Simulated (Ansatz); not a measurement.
# Mn3Si (Fm-3m) in Ansatz: relaxation of cell and atoms with PBEsol

Aim: the relaxation of cell and atoms of Mn3Si with PBEsol.

Everything below comes from runs of Ansatz 0.2.0. Logs are shortened: lines on timing, memory, paths and dates and some standing lists are left out, and cuts for length are marked.

## Step 1: Starting point

The structure is cubic, space group Fm-3m (No. 225). The conventional cell has a = 5.722 Å, b = 5.722 Å, c = 5.722 Å, α = 90.00°, β = 90.00°, γ = 90.00°. Mn (site symmetry -43m) is surrounded by 4 Mn at 2.48 Å and 4 Si at 2.48 Å. Around Mn (site symmetry m-3m) lie 8 Mn at 2.48 Å. Si (site symmetry m-3m) has 8 Mn at 2.48 Å as nearest neighbours.

## Step 2: Relaxation of cell and atoms, PBEsol, collinear spin, ferromagnetic start

input.yaml

```yaml
crystal:
  lattice:
    - [0.0, 2.861, 2.861]
    - [2.861, 0.0, 2.861]
    - [2.861, 2.861, 0.0]
  atoms:
    - { symbol: Mn, position: [0.75, 0.75, 0.75], spin: 4.0 }
    - { symbol: Mn, position: [0.25, 0.25, 0.25], spin: 4.0 }
    - { symbol: Mn, position: [0.5, 0.5, 0.5], spin: 4.0 }
    - { symbol: Si, position: [0.0, 0.0, 0.0] }
hamiltonian:
  xc: pbesol
  pseudopotentials: { kind: paw }
magnetization:
  spin_polarized: true
kpoints:
  mp_grid: { grid: [8, 8, 8] }
scf:
  occupations: { method: fermi_dirac, width: 0.05 }
output:
  forces: true
  stress: true
  write_density: true
  write_potential: true
  elf: true
  volumetric_format: npy
relax:
  f_tol: 0.01
  max_steps: 40
  cell: { stress_tol: 0.05 }
```

Potentials or basis: Ansatz PAW.

The run is started by

```bash
ansatz run input.yaml --threads 2 --pin off --max-ram 5632MiB --backend cpu --events-out ev --progress --plain --runs-dir out
```

What it wrote:

```text
Warning: RAYON_NUM_THREADS=2 ignored (pool sized by the plan → 2); use --threads N
Engine: ansatz 0.2.0, x86_64-unknown-linux-gnu
Pseudopotentials: kind: paw
Pseudopotential: Mn, paw, valence charge 15, recommended cutoff 420 eV (normal), Mn.paw.azcp
Pseudopotential: Si, paw, valence charge 4, recommended cutoff 420 eV (normal), Si.paw.azcp
Functional definition: PBEsol
  exchange = pbesol_x
  correlation = pbesol_c
Crystal: 4 atoms, lattice volume = 46.836 Å³
Basis set: ecut = 420 eV, 941 PW (Γ), exchange–correlation on 60×60×60 points (8 copies of the dense FFT grid, shifted against one another)
Bands: 37, of which v1, the nominal top of the filled ones, is band 25 counted from 1 (24 counted from 0)
Symmetry: 48 space group operations
Space group: Fm-3m (ITA 225), of the structure as read, at distance tolerance 3.6e-5 Å
Magnetic group: BNS 225.116 (UNI 1618), of the structure as read, at distance tolerance 3.6e-5 Å
k-points: 29 of 512
Non-local potential: Mn, projectors of the file, l = 0: 3, l = 1: 2, l = 2: 3, l = 3: 1
Non-local potential: Si, projectors of the file, l = 0: 2, l = 1: 2, l = 2: 2
PAW form: soft (Blöchl's): semilocal exchange-correlation on the pseudo side does not see the compensation charge
PAW frozen core: Mn, regenerated for the run's functional, and the local potential with it (the file was generated under x = pbe(κ = 0.804, μ = 0.2195149727645171), c = pbe(β = 0.06672455060314922))
PAW frozen core: Si, regenerated for the run's functional, and the local potential with it (the file was generated under x = pbe(κ = 0.804, μ = 0.2195149727645171), c = pbe(β = 0.06672455060314922))
PAW one-centre angular grid: Mn, 590 points (default); XC on 64 Gauss nodes
PAW one-centre angular grid: Si, 110 points (default); XC on 64 Gauss nodes
Initial density: superposition of atomic densities (chi_scale 0.1, normalization cell)
Starting moments: Σ|m| = 12 μB on 3 of 4 sites
Initial wavefunctions: pseudopotential atomic-orbital guess
Functional: x = pbesol(κ = 0.804, μ = 0.12345679012345678), c = pbesol(β = 0.046)
SCF iter   1: F=—  HF=-12224.032122 eV  |F-HF|=—  |Δ(HF+E_count)|=         —  Δρ=9.81e-2 (↑9.81e-2 ↓3.96e-2)  dr2=2.25e0  dr2_m=1.77e0  M=9.145 μB ∫|m|=9.463 μB  β_m=0.30  ethr=3.10e-3  ⟨swp⟩=5.5  Hψ=7756  notcnv=0
Mixer restart at iter 1: flushing history
preconditioner: auto → Kerker (q_TF=auto, 2.749 Å⁻¹)  [metal: Δε(μ)=0.014 eV  Ē_g=8.487 eV  σ=0.050 eV  W_gap=0.07  n_scr=14 (ndim 8)  ℏωp=27.1 eV  f_vac=0.000  D(μ)=3.93/eV (n_scr^D=58)]
spin=Collinear: Kerker preconditioning applied to the charge; magnetization (m = ρ↑ − ρ↓) channel mixes plain (no charge-response kernel on spin).
SCF iter   2: F=—  HF=-12224.036489 eV  |F-HF|=—  |Δ(HF+E_count)|=   4.37e-3  Δρ=5.22e-2 (↑5.22e-2 ↓3.97e-2)  dr2=3.05e-1  dr2_m=8.46e-1  M=9.005 μB ∫|m|=9.348 μB  β_m=0.48  ethr=3.10e-3  ⟨swp⟩=2.5  Hψ=3539  notcnv=0  defer=149
SCF iter   3: F=—  HF=-12226.387581 eV  |F-HF|=—  |Δ(HF+E_count)|=    2.35e0  Δρ=4.06e-2 (↑3.19e-2 ↓4.06e-2)  dr2=1.96e-1  dr2_m=5.46e-1  M=8.194 μB ∫|m|=8.595 μB  β_m=0.74  ethr=6.22e-4  ⟨swp⟩=2.6  Hψ=3208  notcnv=0  defer=150
SCF iter   4: F=—  HF=-12231.860730 eV  |F-HF|=—  |Δ(HF+E_count)|=         —  Δρ=2.15e-1 (↑2.15e-1 ↓1.74e-1)  dr2=7.26e-1  dr2_m=1.61e1  M=2.829 μB ∫|m|=3.039 μB  β_m=1.00  ethr=4.01e-4  ⟨swp⟩=3.3  Hψ=3585  notcnv=0  defer=149
Mixer restart at iter 4: flushing history
SCF iter   5: F=—  HF=-12229.357947 eV  |F-HF|=—  |Δ(HF+E_count)|=    2.50e0  Δρ=4.67e-2 (↑3.31e-2 ↓4.67e-2)  dr2=2.19e0  dr2_m=3.97e-2  M=2.812 μB ∫|m|=2.934 μB  β_m=0.74  ethr=1.02e-4  ⟨swp⟩=3.5  Hψ=5637  notcnv=0  defer=160
[... 86 lines left out ...]
SCF iter  11: F=—  HF=-12229.270942 eV  |F-HF|=—  |Δ(HF+E_count)|=  7.28e-12  Δρ=2.82e-8 (↑2.82e-8 ↓1.81e-8)  dr2=7.68e-13  dr2_m=1.84e-14  M=1.078 μB ∫|m|=3.526 μB  β_m=0.98  ethr=1.00e-12  ⟨swp⟩=1.0  Hψ=2146  notcnv=0
SCF iter  12: F=-12229.270942 eV  HF=-12229.270942 eV  |F-HF|=9.09e-12  |Δ(HF+E_count)|=    0.00e0  Δρ=7.77e-8 (↑7.77e-8 ↓4.50e-8)  dr2=7.23e-12  dr2_m=1.33e-13  M=1.078 μB ∫|m|=3.526 μB  ethr=1.00e-12  ⟨swp⟩=3.3  Hψ=7476  notcnv=0
the starting moments were not kept: 2 of 3 ended reversed and 1 kept their direction, counting a site from 0.1 μB. The largest reversed, site 1 (counted from 0, in the order of the report's site_moments_mub), started with +4.0 μB and closes at -5.7e-1 μB in its sphere. The net magnetisation is 1.0e0 μB in size, at most 0.1 of the 12 μB that the starting moments add up to as vectors.
SCF 5 converged in 12 iterations: F = -12229.270942 eV  dr2 = 7.23e-12
relax step   5: F+E_penalty+E_count = -12229.27094223 eV  Δ(F+E_penalty+E_count) = +7.985e-4 eV  max|allowed force component| = 6.245e-17 eV/Å  Δτ_max = 0.0000 Å  P = -0.042 GPa  Ω = 43.077 Å³  stress off target by 4.18e-2 GPa  SCF on the basis re-selected at this cell (its energy is not comparable with the rows above)  (12 SCF iters)
basis re-selected at this cell: Δ(F+E_penalty+E_count) = +7.985e-4 eV, ΔP = -0.011 GPa vs the last step (what re-selecting the basis moved, of the pressure what is left beyond the Pulay correction that the steps carried, after the strain that the cell walked since its last selection, with what the two solves' SCF thresholds leave and, on support functions, any second-order correction that the steps lacked; it is no measure of the basis error at this ecutwfc). The dense FFT grid was sized anew with the basis: this SCF ran on 27×27×27 points, the steps before it on 30×30×30, so part of this shift can come from that change (see relax.cell in the input reference). This SCF's stress stands 4.18e-2 GPa from its target on what of the cell is left free (relax.cell.stress_tol is 5.00e-2 GPa) and its largest allowed force component is 6.25e-17 eV/Å (relax.f_tol is 1.00e-2 eV/Å): within both
an SCF from ferrimagnetic starting moments (4.00, -4.00, 4.00, 0.00 Bohr magnetons, atom by atom) was not made, so that it is not known whether that order lies lower: the deck asks for what bars it, or types moments that do (magnetization.spin_polarized, in the input reference, names some of the keys), or the run goes by scf.lower_state_search: light, the default, which as a rule tries one only behind a close that has lost an order of both signs, or on which an open d or half-filled 4f shell of a PAW file has lost a moment that was set nearer to Hund's than to what is left; or, under a Hubbard U, one that names an f shell that the input leaves bare beside given moments, or a larger moment for a shell of low spin that is given one. standard, with a start from the atoms, tries one behind each close (in a relaxation, ahead of its steps or at their end). To set out from that order, type those moments (crystal.atoms[].spin; where shells were raised to Hund's moment, beside crystal.symmetry.detect: false) under scf.lower_state_search: light. The bands of the close that named these starting moments, or of the one ahead of a search that led to it (under cold or Methfessel-Paxton smearing those of the Gaussian ahead of it) read a cost of +112.67 meV for the turn to them, carried on from a small turn (+112.67 by the pairs of d shells alone)
SCF converged after 12 iterations
Magnetization: 1.0778 μB (25.0389 up, 23.9611 down)
Absolute magnetization: 3.5257 μB (∫|ρ↑−ρ↓|, with the PAW one-centre terms)
Spin contamination: 0.9752 ħ² per cell (⟨S²⟩ above its minimum at these occupations)
Per-site moments (μB) at R_I (Å): [(-0.5700869155181499, 0.9939421512790058), (-0.5700869155181499, 0.9939421512790059), (2.144389395116837, 0.9939421512790058), (0.028197146144478272, 0.9939421512790059)]
Free energy (F): -12229.270942 eV
Harris-Foulkes:  -12229.270942 eV  (|F-HF|=9.09e-12)
Internal energy: -12229.238533 eV  (E = F + TS)
E sigma→0 (E₀):  -12229.254737 eV
Entropy (-TS):   -0.032410 eV (-8.102 meV/atom)
Fermi energy:    18.789000 eV
--- Per-component energies (eV) ---
  E_band       = -486.074961
  E_kinetic    = 976.513736
  E_local      = -5490.385780  (includes V_loc(G=0)·N_el)
  E_nonlocal   = 744.745098
  E_hartree    = 2332.859717
  E_xc         = -403.211230
  E_vxc        = -495.288913  (∫ρ·V_xc dr)
  E_paw        = -4304.665301  (= ΣΔE_a)
  E_vpaw       = -887.378457  (= ΣTr[D̂ρ^β])
  E_aug_tail   = -0.000021  (compensation charges beyond the density's cutoff)
  E_ewald      = -6085.635263
  E_core_change = 0.540512  (= ΣΔE_core)
  E_smearing   = -0.032410  (= −TS)
  E_closure    = 0.000000  (closes the sum)
  Σ components = -12229.270942   (vs F -12229.270942, Δ=0.00e0)
--- Forces (eV/Å), atoms counted from 1 ---
  atom   1  Mn     0.00000000     0.00000000     0.00000000
  atom   2  Mn    -0.00000000    -0.00000000    -0.00000000
  atom   3  Mn     0.00000000    -0.00000000     0.00000000
  atom   4  Si    -0.00000000     0.00000000    -0.00000000
  max |Σ_I F_I| component: 2.78e-17 eV/Å
--- Stress (GPa, compression-positive) ---
       -0.041811       0.000000       0.000000
        0.000000      -0.041811       0.000000
        0.000000       0.000000      -0.041811
  P = ⅓ Tr σ = -0.0418 GPa (-0.418 kbar)
--- Band table (eV; the first three rows and the last of 58) ---
  k-point 0 ↑: bands = ["-61.3006", "-59.5506", "-59.5166", "-30.2019", "-30.2019", "-30.2019", "-28.5209", "-28.5209", "-28.5209", "-28.3848", "-28.3848", "-28.3848", "7.3122", "14.5503", "14.5503", "14.8127", "14.8127", "14.8127", "16.1357", "16.1357", "16.1357", "18.8279", "18.8279", "19.5198", "19.5198", "19.5198", "20.1833", "20.1833", "23.1010", "23.9881", "23.9881", "23.9881", "25.2247", "25.2247", "25.2247", "28.9389", "28.9389"]
  k-point 1 ↑: bands = ["-61.3000", "-59.5497", "-59.5182", "-30.2034", "-30.2034", "-30.2022", "-28.5152", "-28.5152", "-28.5113", "-28.3955", "-28.3891", "-28.3891", "7.5363", "14.3245", "14.3245", "14.5486", "15.2308", "15.2308", "16.0543", "16.1219", "16.1219", "18.7892", "18.7892", "19.2301", "19.3246", "19.3246", "20.1512", "20.1512", "22.9883", "23.7731", "23.9204", "23.9204", "25.1480", "25.2715", "25.2715", "28.5822", "28.5822"]
  k-point 2 ↑: bands = ["-61.2985", "-59.5471", "-59.5225", "-30.2072", "-30.2072", "-30.2027", "-28.4997", "-28.4997", "-28.4889", "-28.4211", "-28.4011", "-28.4011", "8.1710", "13.7990", "14.1836", "14.1836", "15.8098", "15.8098", "15.8558", "16.1799", "16.1799", "18.6302", "18.6302", "18.8275", "18.9717", "18.9717", "19.9602", "19.9602", "21.5979", "23.6683", "23.8186", "23.8186", "25.0815", "25.0815", "26.4569", "28.7663", "28.7663"]
  k-point 28 ↓: bands = ["-60.1475", "-60.1475", "-58.8895", "-29.1995", "-29.1400", "-29.0950", "-29.0950", "-28.9882", "-28.9881", "-27.7987", "-27.7987", "-27.7701", "10.1910", "13.3846", "13.3846", "14.7323", "15.5926", "16.5712", "16.5712", "16.9355", "17.2887", "17.2887", "17.9227", "18.1802", "19.7723", "19.7723", "20.1288", "20.1471", "20.2043", "20.2043", "20.6897", "26.0745", "27.0855", "27.5636", "27.5636", "31.5591", "32.5056"]
--- Relaxed structure (4 steps of the walk, 4 accepted, 1 SCFs on fresh bases) ---
  F+E_penalty+E_count = -12229.27094223 eV   max|allowed force component| = 6.245e-17 eV/Å   (the final SCF, on the basis selected at the relaxed cell)
  cell:  # Å, volume = 43.0774 Å³
    - [-2.929838918914964e-34, 2.7823164538174536, 2.7823164538174536]
    - [2.7823164538174536, 7.83413450057697e-34, 2.7823164538174536]
    - [2.7823164538174536, 2.7823164538174536, 1.0827665569903128e-34]
  atoms:
    - { symbol: Mn, position: [0.75, 0.75, 0.75] }
    - { symbol: Mn, position: [0.25, 0.25, 0.25] }
    - { symbol: Mn, position: [0.5, 0.5, 0.5] }
    - { symbol: Si, position: [7.409818962967342e-34, -5.976710156372398e-34, -7.037517454954374e-34] }
```

It took 11 s on 2 threads of Intel Xeon 6975P-C (Granite Rapids), shared host; peak memory 0.46 GiB.

Results:

```yaml
Free_energy: -12229.2709 eV
Relaxed_volume: 10.77 Å³/atom
Relaxed_cell: a = 3.935 Å, b = 3.935 Å, c = 3.935 Å, α = 60.00°, β = 60.00°, γ = 60.00°
Space_group_after_relaxing_to_0.05_Å: Fm-3m (No. 225)
Energy_gained_by_relaxing: 50.0 meV/atom
Ionic_steps: 5
Pressure_after_relaxing: 0.0 GPa
Band_gap_on_the_k_mesh: none (metal or under the smearing width)
Net_moment: 1.08 μB per cell
Absolute_moment: 3.53 μB per cell
Site_moments: Mn -0.57, +2.14; Si +0.03 μB
```

Step by step:
| step | energy change (eV) | largest force (eV/Å) | volume (Å³) |
| --- | --- | --- | --- |
| 1 | 0.0000 | 0.0000 | 46.84 |
| 2 | -0.1761 | 0.0000 | 44.33 |
| 3 | -0.2005 | 0.0000 | 42.91 |
| 4 | -0.2008 | 0.0000 | 43.08 |
| 5 | -0.2000 | 0.0000 | 43.08 |

Final structure:
```xyz
4
Lattice="0.0000 2.7823 2.7823 2.7823 0.0000 2.7823 2.7823 2.7823 0.0000" Properties=species:S:1:pos:R:3 pbc="T T T"
Mn    4.1735    4.1735    4.1735
Mn    1.3912    1.3912    1.3912
Mn    2.7823    2.7823    2.7823
Si    0.0000    0.0000    0.0000
```

Caveat: the plane-wave basis is chosen anew once the cell has moved, so the energies of steps on either side of that aren't comparable; the PAW data sets come from PBE, with cores solved anew for the run's functional, which leaves a small shift of forces and pressure; the starting moments weren't kept.
